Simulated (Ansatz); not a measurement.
Method: DFT PBE, scalar-relativistic, plane waves, PAW in Ansatz 0.2.0. All cells share a 420 eV cutoff and Γ-centred k meshes spaced at most about 0.3 Å⁻¹ (about 0.25 or finer for metals, 2π included). No spin polarisation.

All energies are static (0 K, no zero-point motion).

Two relaxed structures of B3N:

1.

```cif
data_structure
_symmetry_space_group_name_H-M 'P222_1'
_symmetry_Int_Tables_number 17
_cell_length_a 3.4849
_cell_length_b 4.4547
_cell_length_c 3.4611
_cell_angle_alpha 90.000
_cell_angle_beta 90.000
_cell_angle_gamma 90.000
_cell_volume 53.73
loop_
_atom_site_label
_atom_site_type_symbol
_atom_site_symmetry_multiplicity
_atom_site_Wyckoff_symbol
_atom_site_fract_x
_atom_site_fract_y
_atom_site_fract_z
_atom_site_occupancy
B1 B 2 d 0.50000 0.28796 0.25000 1
B2 B 2 c 0.00000 0.30380 0.75000 1
B3 B 2 a 0.21358 0.00000 0.00000 1
N1 N 2 b 0.74509 0.50000 0.00000 1
```

2.

```cif
data_structure
_symmetry_space_group_name_H-M 'R3m:H'
_symmetry_Int_Tables_number 160
_cell_length_a 2.5505
_cell_length_b 2.5505
_cell_length_c 14.5257
_cell_angle_alpha 90.000
_cell_angle_beta 90.000
_cell_angle_gamma 120.000
_cell_volume 81.83
loop_
_atom_site_label
_atom_site_type_symbol
_atom_site_symmetry_multiplicity
_atom_site_Wyckoff_symbol
_atom_site_fract_x
_atom_site_fract_y
_atom_site_fract_z
_atom_site_occupancy
B1 B 3 a 0.66667 0.33333 0.31349 1
B2 B 3 a 0.33333 0.66667 0.05298 1
B3 B 3 a 0.33333 0.66667 0.17171 1
N1 N 3 a 0.66667 0.33333 0.21181 1
```

Question: Which form is favoured at zero pressure, and by what margin per atom?

Answer: Cell 1 is lower, by 148 meV/atom. Cell 1 has space group P222_1 (No. 17), 6.7 Å³/atom and no gap on its mesh; cell 2 has space group R3m (No. 160), 6.8 Å³/atom and no gap. Cell 1 and cell 2 both hold B–B nets. In cell 1, B on its first site is surrounded by 2 N at 1.54 Å and 2 B at 1.84 Å; B on its second site has 2 N at 1.52 Å and 2 B at 1.77 Å; N has 4 B at 1.52–1.54 Å; 1 more site not described. In cell 2, B on its first site has 1 N at 1.48 Å and 3 B at 1.81 Å; B on its second site has 4 B at 1.72–1.81 Å; N has 1 B at 1.48 Å and 3 B at 1.58 Å; 1 more site not described. Origin: cell 1, invented, then shaken at random and relaxed again; cell 2, invented.

Cells relaxed within their symmetry can be saddle points.
